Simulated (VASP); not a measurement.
# Sb in VASP: single point with PBE

Aim: the single point of Sb with PBE.

Everything below comes from runs of VASP 6.6.1. Logs are shortened: lines on timing, memory, paths and dates and some standing lists are left out, and cuts for length are marked.

### 1 The structure

The cell holds a slab with vacuum, 9 atoms: a = 4.469 Å, b = 5.473 Å, c = 28.321 Å, α = 90.00°, β = 90.00°, γ = 90.00°.

The slab is cut from a database's or a generator's crystal, which needn't be the stable form of the element.

### 2 Single point, PBE

Contents of INCAR:

```
PREC = Accurate
ENCUT = 400
EDIFF = 1E-7
ISMEAR = 1
SIGMA = 0.1
LREAL = F
LASPH = T
NELM = 120
ALGO = Normal
ISIF = 2
LWAVE = F
LCHARG = F
LDIPOL = T
IDIPOL = 3
DIPOL = 0.5 0.5 0.500
GGA = PE
NBANDS = 40
LVHAR = T
LVACPOTAV = T
```

Contents of KPOINTS:

```
Automatic mesh
0
Gamma
  9 8 1
```

Contents of POSCAR:

```
Sb
1.0
    4.4689148571      0.0000000000      0.0000000000
    0.0000000000      5.4732805519      0.0000000000
    0.0000000000      0.0000000000     28.3205167829
Sb
9
Direct
    0.5000000000      0.6666666667      0.3177908111
    0.0000000000      0.3333333333      0.3633431083
    0.5000000000      0.0000000000      0.4088954056
    0.0000000000      0.6666666667      0.4544477028
    0.5000000000      0.3333333333      0.5000000000
    0.0000000000      0.0000000000      0.5455522972
    0.5000000000      0.6666666667      0.5911045944
    0.0000000000      0.3333333333      0.6366568917
    0.5000000000      0.0000000000      0.6822091889
```

Potentials or basis: VASP PAW PBE potentials, release 64 (Sb).

On the command line:

```
$ cat potpaw_PBE.64/Sb/POTCAR > POTCAR
$ mpirun -np 1 vasp_std > vasp.out
```

OUTCAR:

```text
PREC = Accurate
   ENCUT = 400
   EDIFF = 1E-7
   ISMEAR = 1
   LREAL = F
   LASPH = T
   NELM = 120
   ISIF = 2
   GGA = PE

 Found     25 irreducible k-points:

 Following reciprocal coordinates:
            Coordinates               Weight
  0.000000  0.000000  0.000000      1.000000
  0.111111  0.000000  0.000000      2.000000
  0.222222  0.000000  0.000000      2.000000
  0.333333  0.000000  0.000000      2.000000
  0.444444  0.000000  0.000000      2.000000
  0.000000  0.125000  0.000000      2.000000
   k-points           NKPTS =     25   k-points in BZ     NKDIM =     25   number of bands    NBANDS=     40
   number of dos      NEDOS =    301   number of ions     NIONS =      9
   total plane-waves  NPLWV = 207360
   dimension x,y,z NGX =    30 NGY =   36 NGZ =  192
   dimension x,y,z NGXF=    60 NGYF=   72 NGZF=  384
   ions per type =               9
   NGX,Y,Z   is equivalent  to a cutoff of  11.16, 10.93, 11.27 a.u.
   NGXF,Y,Z  is equivalent  to a cutoff of  22.32, 21.87, 22.54 a.u.
 SYSTEM =  unknown system
   PREC   = accura    normal or accurate (medium, high low for compatibility)
   ISTART =      0    job   : 0-new  1-cont  2-samecut
   ICHARG =      2    charge: 1-file 2-atom 10-const
   ISPIN  =      1    spin polarized calculation?
   LNONCOLLINEAR =      F non collinear calculations
   LSORBIT =      F    spin-orbit coupling
   LASPH  =      T    aspherical Exc in radial PAW
   ENCUT  =  400.0 eV  29.40 Ry    5.42 a.u.   7.29  8.93 46.18*2*pi/ulx,y,z
   NELM   =    120;   NELMIN=  2; NELMDL= -5     # of ELM steps
   EDIFF  = 0.1E-06   stopping-criterion for ELM
   LREAL  =      F    real-space projection
   EDIFFG = 0.1E-05   stopping-criterion for IOM
   NSW    =      0    number of steps for IOM
   IBRION =     -1    ionic relax: 0-MD 1-quasi-New 2-CG
   NFREE  =      0    steps in history (QN), initial steepest desc. (CG)
   ISIF   =      2    stress and relaxation
   ISYM   =      2    0-nonsym 1-usesym 2-fastsym
   POTIM  = 0.5000    time-step for ionic-motion
   TEBEG  =    0.0;   TEEND  =   0.0 temperature during run
   PSTRESS=    0.0 pullay stress
   NELECT =      45.0000    total number of electrons
   NUPDOWN=      -1.0000    fix difference up-down
   EMIN   =  10.00;   EMAX   =-10.00  energy-range for DOS
   EFERMI =   0.00;   METHOD = LEGACY
   ISMEAR =     1;   SIGMA  =   0.10  broadening in eV -4-tet -1-fermi 0-gaus
   EFERMI_NEDOS =   21; number of points for ismear=-14 and -15
   IALGO  =     38    algorithm
   IMIX   =      4    mixing-type and parameters
     AMIX     =   0.40;   BMIX     =  1.00
     AMIX_MAG =   1.60;   BMIX_MAG =  1.00
  volume/ion in A,a.u.               =      76.97       519.40
  Fermi-wavevector in a.u.,A,eV,Ry     =   0.658105  1.243639  5.892717  0.433103
  Thomas-Fermi vector in A             =   1.729823
   LORBIT       =      0    0 simple, 1 ext, 2 COOP (PROOUT), +10 PAW based schemes
   GGA     = PE    functional components
   LHFCALC =     F    Hartree Fock is set to
   AEXX    =    0.0000 exact exchange contribution
   IVDW    =     0    specifies the selected vdW correction
   LEPSILON=     F    determine dielectric tensor
   LRPA    =     F    only Hartree local field effects (RPA)
 non-spin polarized calculation
 Methfessel and Paxton  Order N= 1 SIGMA  =   0.10
  energy-cutoff  :      400.00
  volume of cell :      692.71
 maximum number of plane-waves:     12640
 NGX is ok and might be reduce to    30
   NGX = 15   NGY = 17   NGZ = 93

 dipolmoment           0.000000      0.000000     -0.000000 electrons x Angstroem

 number of electron      45.0000002 magnetization

 dipolmoment           0.000000      0.000000      0.000000 electrons x Angstroem

 Free energy of the ion-electron system (eV)
  ---------------------------------------------------
  ext. energy  EPLUGINS =         0.00000000
  ---------------------------------------------------
  free energy    TOTEN  =       -35.09434255 eV

  energy without entropy =      -35.09037591  energy(sigma->0) =      -35.09302034

 E-fermi :  -0.0168     XC(G=0):  -4.4441

 val. band max:       -0.0253127012   @ k =   0.1111   0.0000   0.0000
 cond. band min:      -0.0099787841   @ k =   0.1111   0.1250   0.0000
 fundamental gap:      0.0153339171
 Fermi energy:        -0.0168382922

 k-point     1 :       0.0000    0.0000    0.0000
  band No.  band energies     occupation
      1     -11.7165      2.00000
      2     -11.0483      2.00000
      3     -10.0922      2.00000
      4      -9.0000      2.00000
      5      -8.0838      2.00000
      6      -7.7128      2.00000
[... 26 lines left out ...]
     33       2.7934      0.00000
     34       2.8459      0.00000

 k-point     2 :       0.1111    0.0000    0.0000
  band No.  band energies     occupation
      1     -11.6329      2.00000
      2     -10.9670      2.00000
      3     -10.0155      2.00000
      4      -8.9315      2.00000
      5      -8.0284      2.00000
      6      -7.7267      2.00000
[... 26 lines left out ...]
     33       3.1125      0.00000
     34       3.1581      0.00000

 k-point     3 :       0.2222    0.0000    0.0000
  band No.  band energies     occupation
      1     -11.3839      2.00000
      2     -10.7259      2.00000
      3      -9.7900      2.00000
      4      -8.7350      2.00000
      5      -8.2423      2.00000
      6      -7.9659      2.00000
[... 26 lines left out ...]
     33       3.6832      0.00000
     34       4.0466      0.00000

 k-point     4 :       0.3333    0.0000    0.0000
  band No.  band energies     occupation
      1     -10.9756      2.00000
      2     -10.3339      2.00000
      3      -9.4334      2.00000
      4      -8.9801      2.00000
      5      -8.5601      2.00000
      6      -8.3932      2.00000
[... 26 lines left out ...]
     33       3.4581      0.00000
     34       3.8042      0.00000

 k-point     5 :       0.4444    0.0000    0.0000
  band No.  band energies     occupation
      1     -10.4205      2.00000
      2      -9.8126      2.00000
      3      -9.7422      2.00000
      4      -9.1768      2.00000
      5      -8.9780      2.00000
      6      -8.4039      2.00000
[... 26 lines left out ...]
     33       3.1202      0.00000
     34       3.6433      0.00000

 k-point     6 :       0.0000    0.1250    0.0000
  band No.  band energies     occupation
      1     -11.6467      2.00000
      2     -10.9841      2.00000
      3     -10.0460      2.00000
      4      -9.0276      2.00000
      5      -8.5545      2.00000
      6      -8.2187      2.00000
[... 26 lines left out ...]
     33       2.8357      0.00000
     34       2.9819      0.00000

 [... further k-points ...]

 [bands above 34 left out]

------------------------ aborting loop because EDIFF is reached ----------------------------------------

 vacuum level on the upper side and lower side of the slab       (xc-potential included)        -0.124        -0.124

  FORCE on cell =-STRESS in cart. coord.  units (eV):
  Direction    XX          YY          ZZ          XY          YZ          ZX
  --------------------------------------------------------------------------------------
  -------------------------------------------------------------------------------------
  Total       -7.7228084     -8.4947000     -6.5833040      0.0000000     -0.4860008      0.0000000
  in kB      -17.8621970    -19.6475167    -15.2266207      0.0000000     -1.1240783      0.0000000
  external PRESSURE =     -17.5787781 kB  Pullay stress =       0.0000000 kB

 VOLUME and BASIS-vectors are now :
 -----------------------------------------------------------------------------
  energy-cutoff  :      400.00
  volume of cell :      692.71
      direct lattice vectors                 reciprocal lattice vectors
     4.468914857  0.000000000  0.000000000     0.223767969  0.000000000  0.000000000
     0.000000000  5.473280552  0.000000000     0.000000000  0.182705781  0.000000000
     0.000000000  0.000000000 28.320516783     0.000000000  0.000000000  0.035310090

 POSITION                                       TOTAL-FORCE (eV/Angst)
 -----------------------------------------------------------------------------------
      2.23446      3.64885      9.00000         0.000000     -0.453617      1.098208
      0.00000      1.82443     10.29006         0.000000      1.185440     -0.369083
      2.23446      0.00000     11.58013         0.000000     -0.708651     -0.084200
      0.00000      3.64885     12.87019         0.000000     -0.132536     -0.575149
      2.23446      1.82443     14.16026         0.000000      0.000000      0.000000
      0.00000      0.00000     15.45032         0.000000      0.132536      0.575149
      2.23446      3.64885     16.74039         0.000000      0.708651      0.084200
      0.00000      1.82443     18.03045         0.000000     -1.185440      0.369083
      2.23446      0.00000     19.32052         0.000000      0.453617     -1.098208
 -----------------------------------------------------------------------------------
    total drift:                               -0.000000      0.000000      0.000000

  FREE ENERGIE OF THE ION-ELECTRON SYSTEM (eV)
  ---------------------------------------------------
  free  energy   TOTEN  =       -35.0943425494 eV

  energy  without entropy=      -35.0903759129  energy(sigma->0) =      -35.09302034

 vacuum level on the upper side and lower side of the slab         4.441         4.441
```

Wall time 7.4 min (1 thread of Intel Xeon 6975P-C (Granite Rapids), shared host); peak memory 0.68 GiB.

These settings aren't checked as converged: the numbers below hold their error.

Results:

- Free energy: -35.0943 eV
- Largest force: 1.242 eV/Å
- Band gap on the k mesh: none (metal or under the smearing width)
- Work function of the upper face: 4.46 eV
- Work function of the lower face: 4.46 eV
